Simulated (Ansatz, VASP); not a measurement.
**CsSnI3 in VASP and in Ansatz**

```
Cs Sn I
1.0
     6.20570    0.00000    0.00000
     0.00000    6.20570    0.00000
     0.00000    0.00000    6.20570
Cs Sn I
1 1 3
Cartesian
  0.0000 0.0000 0.0000
  3.1029 3.1029 3.1029
  0.0000 3.1029 3.1029
  3.1029 0.0000 3.1029
  3.1029 3.1029 0.0000
```

Alike in both runs: task single point; functional PBE; k mesh 4 × 4 × 4; occupations gaussian, width 0.1 eV; no spin polarisation.

|  | VASP | Ansatz |
| --- | --- | --- |
| version | VASP 6.6.1 | Ansatz 0.2.0 |
| potentials or method | VASP PAW PBE potentials, release 64 (Cs_sv, Sn_d, I) | scalar-relativistic, plane waves, PAW |
| plane-wave cutoff (eV) | 520 | 420 |
| valence electrons in the cell | 44 | 74 |

```tsv
	VASP	Ansatz	Ansatz less VASP
gap on the k mesh at the Fermi level (eV)	0.30	0.31	+0.006
least direct gap on the mesh (eV)	0.30	0.31	+0.006
pressure (GPa)	0.8	0.8	0.00
```

The functional is the same, so the differences come from potentials, cutoffs and numerics. The two sets of potentials don't hold the same shells in valence.

Caveats: spin-orbit coupling is left out, which moves the levels of the heavy elements.
